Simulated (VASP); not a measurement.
# Na (Im-3m) in VASP: convergence with SIGMA

Aim: find how far SIGMA must go before the results for Na settle, at PBE. This setting moves, with any that are tied to it; all else stays.

Program: VASP 6.6.1. These are calculated values, not measurements. Logs are shortened: lines on timing, memory, paths and dates and some standing lists are left out, and cuts for length are marked.

### 1 The structure

The structure is cubic, space group Im-3m (No. 229). The conventional cell has a = 4.282 Å, b = 4.282 Å, c = 4.282 Å, α = 90.00°, β = 90.00°, γ = 90.00°. Around Na (site symmetry m-3m) lie 8 Na at 3.71 Å.

### 2 With SIGMA 0.3 eV

File INCAR:

```
SYSTEM = Na
ALGO     = Normal         ! electronic algorithm
EDIFF    = 1E-7           ! SCF threshold, eV
ENCUT    = 520            ! plane-wave cutoff, eV
GGA      = PE             ! functional
ISIF     = 2              ! what is computed and relaxed
ISMEAR   = 0              ! smearing method
LASPH    = .True.         ! aspherical terms in the spheres
LCHARG   = .False.        ! write CHGCAR
LREAL    = .False.        ! projectors in reciprocal space
LWAVE    = .False.        ! write WAVECAR
NBANDS   = 10             ! bands
NELM     = 60             ! most SCF steps
PREC     = Accurate       ! precision mode
SIGMA    = 0.3            ! smearing width, eV
```

File KPOINTS:

```
k-points
0
Gamma
  9 9 9
  0 0 0
```

File POSCAR:

```
Na
1.0
   -2.1410000000      2.1410000000      2.1410000000
    2.1410000000     -2.1410000000      2.1410000000
    2.1410000000      2.1410000000     -2.1410000000
Na
1
Direct
    0.0000000000      0.0000000000      0.0000000000
```

Potentials or basis: VASP PAW PBE potentials, release 64 (Na_pv).

The run is started by

```bash
$ cat potpaw_PBE.64/Na_pv/POTCAR > POTCAR
$ mpirun -np 1 vasp_std > vasp.out
```

It took 8.5 s on 1 thread of Intel Xeon Platinum 8488C (Sapphire Rapids), shared host; peak memory 0.14 GiB.

Results:

```
Free energy            : -1.3220 eV
Pressure               : -0.4 GPa
Band gap on the k mesh : none (metal or under the smearing width)
```

### 3 With SIGMA 0.2 eV

Edit INCAR of step 2 so:

```diff
@@ -14,2 +14,2 @@
 PREC     = Accurate       ! precision mode
-SIGMA    = 0.3            ! smearing width, eV
+SIGMA    = 0.2            ! smearing width, eV
```

KPOINTS is that of step 2.

POSCAR is that of step 2.

Potentials or basis: VASP PAW PBE potentials, release 64 (Na_pv).

The run is started by

```bash
$ cat potpaw_PBE.64/Na_pv/POTCAR > POTCAR
$ mpirun -np 1 vasp_std > vasp.out
```

Wall time 13 s (1 thread of Intel Xeon Platinum 8488C (Sapphire Rapids), shared host); peak memory 0.15 GiB.

What came out:

```
Free energy            : -1.3169 eV
Pressure               : -0.4 GPa
Band gap on the k mesh : none (metal or under the smearing width)
```

### 4 With SIGMA 0.15 eV

Edit INCAR of step 3 so:

```diff
@@ -14,2 +14,2 @@
 PREC     = Accurate       ! precision mode
-SIGMA    = 0.2            ! smearing width, eV
+SIGMA    = 0.15           ! smearing width, eV
```

KPOINTS is that of step 3.

POSCAR is that of step 3.

The run is started by

```bash
$ cat potpaw_PBE.64/Na_pv/POTCAR > POTCAR
$ mpirun -np 1 vasp_std > vasp.out
```

Run time: 9.7 s. Hardware: 1 thread of Intel Xeon Platinum 8488C (Sapphire Rapids), shared host; peak memory 0.15 GiB.

Results:

```
Free energy            : -1.3151 eV
Pressure               : -0.4 GPa
Band gap on the k mesh : none (metal or under the smearing width)
```

### 5 With SIGMA 0.1 eV

Edit INCAR of step 4 so:

```diff
@@ -14,2 +14,2 @@
 PREC     = Accurate       ! precision mode
-SIGMA    = 0.15           ! smearing width, eV
+SIGMA    = 0.1            ! smearing width, eV
```

KPOINTS is that of step 4.

POSCAR is that of step 4.

The run is started by

```bash
$ cat potpaw_PBE.64/Na_pv/POTCAR > POTCAR
$ mpirun -np 1 vasp_std > vasp.out
```

It took 11 s on 1 thread of Intel Xeon Platinum 8488C (Sapphire Rapids), shared host; peak memory 0.15 GiB.

What came out:

```
Free energy            : -1.3139 eV
Pressure               : -0.4 GPa
Band gap on the k mesh : none (metal or under the smearing width)
```

### 6 With SIGMA 0.05 eV

Edit INCAR of step 5 so:

```diff
@@ -14,2 +14,2 @@
 PREC     = Accurate       ! precision mode
-SIGMA    = 0.1            ! smearing width, eV
+SIGMA    = 0.05           ! smearing width, eV
```

KPOINTS is that of step 5.

POSCAR is that of step 5.

Potentials or basis: VASP PAW PBE potentials, release 64 (Na_pv).

The run is started by

```bash
$ cat potpaw_PBE.64/Na_pv/POTCAR > POTCAR
$ mpirun -np 1 vasp_std > vasp.out
```

It took 11 s on 1 thread of Intel Xeon Platinum 8488C (Sapphire Rapids), shared host; peak memory 0.15 GiB.

Results:

| Property | Result |
| --- | --- |
| Free energy | -1.3130 eV |
| Pressure | -0.4 GPa |
| Band gap on the k mesh | none (metal or under the smearing width) |

### 7 With SIGMA 0.02 eV

Edit INCAR of step 6 so:

```diff
@@ -14,2 +14,2 @@
 PREC     = Accurate       ! precision mode
-SIGMA    = 0.05           ! smearing width, eV
+SIGMA    = 0.02           ! smearing width, eV
```

KPOINTS is that of step 6.

POSCAR is that of step 6.

The run is started by

```bash
$ cat potpaw_PBE.64/Na_pv/POTCAR > POTCAR
$ mpirun -np 1 vasp_std > vasp.out
```

Run time: 9.9 s. Hardware: 1 thread of Intel Xeon Platinum 8488C (Sapphire Rapids), shared host; peak memory 0.15 GiB.

What came out:

* Free energy: -1.3125 eV
* Pressure: -0.4 GPa
* Band gap on the k mesh: none (metal or under the smearing width)

### 8 With SIGMA 0.01 eV

Edit INCAR of step 7 so:

```diff
@@ -14,2 +14,2 @@
 PREC     = Accurate       ! precision mode
-SIGMA    = 0.02           ! smearing width, eV
+SIGMA    = 0.01           ! smearing width, eV
```

KPOINTS is that of step 7.

POSCAR is that of step 7.

Potentials or basis: VASP PAW PBE potentials, release 64 (Na_pv).

The run is started by

```bash
$ cat potpaw_PBE.64/Na_pv/POTCAR > POTCAR
$ mpirun -np 1 vasp_std > vasp.out
```

OUTCAR:

```text
SYSTEM = Na
   EDIFF = 1E-7
   ENCUT = 520
   GGA = PE
   ISIF = 2
   ISMEAR = 0
   LASPH = .True.
   LREAL = .False.
   NELM = 60
   PREC = Accurate

 ion  position               nearest neighbor table
   1  0.000  0.000  0.000-

  LATTYP: Found a body centered cubic cell.
 ALAT       =     4.2820000000

  Lattice vectors:

 A1 = (  -2.1410000000,   2.1410000000,   2.1410000000)
 A2 = (   2.1410000000,  -2.1410000000,   2.1410000000)
 A3 = (   2.1410000000,   2.1410000000,  -2.1410000000)

Analysis of symmetry for initial positions (statically):
=====================================================================
 Subroutine PRICEL returns:
 Original cell was already a primitive cell.

 Routine SETGRP: Setting up the symmetry group for a
 body centered cubic supercell.

 Subroutine GETGRP returns: Found 48 space group operations
 (whereof 48 operations were pure point group operations)
 out of a pool of 48 trial point group operations.

The static configuration has the point symmetry O_h .

Analysis of symmetry for dynamics (positions and initial velocities):
=====================================================================
 Subroutine PRICEL returns:
 Original cell was already a primitive cell.

 Routine SETGRP: Setting up the symmetry group for a
 body centered cubic supercell.

 Subroutine GETGRP returns: Found 48 space group operations
 (whereof 48 operations were pure point group operations)
[... 141 lines left out ...]
  ---------------------------------------------------
  ext. energy  EPLUGINS =         0.00000000
  ---------------------------------------------------
  free energy    TOTEN  =        -1.31239089 eV

  energy without entropy =       -1.31223503  energy(sigma->0) =       -1.31231296

 E-fermi :   0.0709     XC(G=0):  -6.3551

 val. band max:        0.0615654307   @ k =  -0.3333   0.4444   0.1111
 cond. band min:       0.2538441200   @ k =   0.4444   0.0000   0.0000
 fundamental gap:      0.1922786893
 Fermi energy:         0.0708851751

 k-point     1 :       0.0000    0.0000    0.0000
  band No.  band energies     occupation
      1     -24.7786      2.00000
      2     -24.7786      2.00000
      3     -24.7786      2.00000
      4      -2.9901      2.00000
      5      11.5350      0.00000
      6      11.5350      0.00000
      7      11.5350      0.00000
      8      12.5038      0.00000
      9      12.5038      0.00000
     10      13.0366      0.00000
[... 287 lines left out ...]
 k-point    24 :      -0.4444   -0.4444    0.1111
  band No.  band energies     occupation
      1     -24.8047      2.00000
      2     -24.7927      2.00000
      3     -24.7832      2.00000
      4       1.4274      0.00000
      5       1.8754      0.00000
      6       5.2173      0.00000
      7       8.6949      0.00000
      8      10.3628      0.00000
      9      11.7242      0.00000
     10      12.6018      0.00000

 [... further k-points ...]

------------------------ aborting loop because EDIFF is reached ----------------------------------------

  FORCE on cell =-STRESS in cart. coord.  units (eV):
  Direction    XX          YY          ZZ          XY          YZ          ZX
  --------------------------------------------------------------------------------------
  -------------------------------------------------------------------------------------
  Total       -0.1080846     -0.1080846     -0.1080846     -0.0000000      0.0000000     -0.0000000
  in kB       -4.4112765     -4.4112765     -4.4112765     -0.0000000      0.0000000     -0.0000000
  external PRESSURE =      -4.4112765 kB  Pullay stress =       0.0000000 kB

 VOLUME and BASIS-vectors are now :
 -----------------------------------------------------------------------------
  energy-cutoff  :      520.00
  volume of cell :       39.26
      direct lattice vectors                 reciprocal lattice vectors
    -2.141000000  2.141000000  2.141000000     0.000000000  0.233535731  0.233535731
     2.141000000 -2.141000000  2.141000000     0.233535731  0.000000000  0.233535731
     2.141000000  2.141000000 -2.141000000     0.233535731  0.233535731  0.000000000

 POSITION                                       TOTAL-FORCE (eV/Angst)
 -----------------------------------------------------------------------------------
      0.00000      0.00000      0.00000        -0.000000      0.000000      0.000000
 -----------------------------------------------------------------------------------
    total drift:                               -0.000000     -0.000000     -0.000000

  FREE ENERGIE OF THE ION-ELECTRON SYSTEM (eV)
  ---------------------------------------------------
  free  energy   TOTEN  =        -1.3123908894 eV

  energy  without entropy=       -1.3122350344  energy(sigma->0) =       -1.31231296
```

OSZICAR:

```text
N       E                     dE             d eps       ncg     rms          rms(c)
DAV:   1     0.274545544716E+02    0.27455E+02   -0.37856E+03   700   0.570E+02
DAV:   2    -0.728515881502E+00   -0.28183E+02   -0.27930E+02   726   0.143E+02
DAV:   3    -0.130761556492E+01   -0.57910E+00   -0.57864E+00   860   0.238E+01
DAV:   4    -0.131277067852E+01   -0.51551E-02   -0.51549E-02   834   0.215E+00
DAV:   5    -0.131284519651E+01   -0.74518E-04   -0.74518E-04   808   0.254E-01    0.202E-01
DAV:   6    -0.131257984421E+01    0.26535E-03   -0.48936E-04   832   0.264E-01    0.136E-01
DAV:   7    -0.131239857630E+01    0.18127E-03   -0.10113E-03   796   0.315E-01    0.157E-02
DAV:   8    -0.131239048172E+01    0.80946E-05   -0.47652E-05   888   0.113E-01    0.237E-03
DAV:   9    -0.131239083140E+01   -0.34968E-06   -0.27101E-07   814   0.522E-03    0.108E-03
DAV:  10    -0.131239088944E+01   -0.58044E-07   -0.54554E-08   794   0.203E-03
   1 F= -.13123909E+01 E0= -.13123130E+01  d E =-.155855E-03
```

stdout:

```text
POSCAR found type information on POSCAR Na
 POSCAR found :  1 types and       1 ions
 scaLAPACK will be used
 LDA part: xc-table for (Slater+PW92), standard interpolation
 POSCAR, INCAR and KPOINTS ok, starting setup
 FFT: planning ... GRIDC
 FFT: planning ... GRID_SOFT
 FFT: planning ... GRID
 WAVECAR not read
 entering main loop
```

It took 9.7 s on 1 thread of Intel Xeon Platinum 8488C (Sapphire Rapids), shared host; peak memory 0.15 GiB.

Results:

| Property | Result |
| --- | --- |
| Free energy | -1.3124 eV |
| Pressure | -0.4 GPa |
| Band gap on the k mesh | none (metal or under the smearing width) |

### 9 Result

```tsv
SIGMA	energy less the tightest run, at zero smearing (meV/atom)	SCF cycles	CPU time (s)	peak memory (GiB)
0.3 eV	-0.32	10	8	0.14
0.2 eV	-0.54	10	13	0.15
0.15 eV	-0.58	10	9.2	0.15
0.1 eV	-0.53	10	10	0.15
0.05 eV	-0.31	10	10	0.15
0.02 eV	-0.08	10	9.5	0.15
0.01 eV	0.00	10	9.2	0.15
```

Against the tightest run, the energy stays within 1 meV/atom from 0.3 eV on. Narrower smearing needs a denser k mesh, so at a fixed mesh the narrowest width isn't the most accurate. The tightest run that finished is the yardstick and may itself not be fully converged.
